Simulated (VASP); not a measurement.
Input of a VASP 6.6.1 run:

File INCAR:

```
SYSTEM = CdS
ALGO = Normal ; EDIFF = 1E-8
ENCUT = 500 ; GGA = PS
ISIF = 2 ; ISMEAR = -5
IVDW = 13 ; LASPH = .TRUE.
LCHARG = .FALSE. ; LEPSILON = .TRUE.
LREAL = .FALSE. ; LWAVE = .FALSE.
NELM = 100 ; PREC = Accurate
SIGMA = 0.05
```

KPOINTS

```
k-points
0
G
  7 5 7
  0 0 0
```

File POSCAR:

```
CdS
3.8984
    1.000009234558      0.000000000000      0.000000000000
    0.000000000000      1.413783090499      0.000000000000
    0.000000000000      0.000000000000      0.999924071414
Cd S
2 2
Direct
    0.0000000000      0.0000000000      0.7569740000
    0.5000000000      0.5000000000      0.2430260000
    0.0000000000      0.5000000000      0.7448370000
    0.5000000000      0.0000000000      0.2551630000
```

Potentials or basis: VASP PAW PBE potentials, release 64 (Cd, S).

The run is started by

```sh
$ cat potpaw_PBE.64/Cd/POTCAR potpaw_PBE.64/S/POTCAR > POTCAR
$ mpirun -np 1 vasp_std > vasp.out
```

Q: Predict the electronic dielectric tensor (diagonal).

A: 10.20, 9.91, 10.19.

Q: What does it give for the Born charges (mean of the diagonal)?

A: Cd +3.05; S -3.05 e.

Q: What does it give for the dispersion energy per atom?

A: -0.215 eV.

Q: What does it give for the band gap on the k mesh?

A: 0.13 eV.

Born effective charge tensors (e):
atom 1, Cd
```
3.06 0.00 0.00
0.00 3.03 0.00
0.00 0.00 3.06
```
atom 2, Cd
```
3.06 0.00 0.00
0.00 3.03 0.00
0.00 0.00 3.06
```
atom 3, S
```
-3.06  0.00  0.00
 0.00 -3.03  0.00
 0.00  0.00 -3.06
```
atom 4, S
```
-3.06  0.00  0.00
 0.00 -3.03  0.00
 0.00  0.00 -3.06
```

Caveat: the gap is small at this level, which inflates the dielectric constant; an odd mesh through Γ misses points on the zone boundary, where band edges often lie.
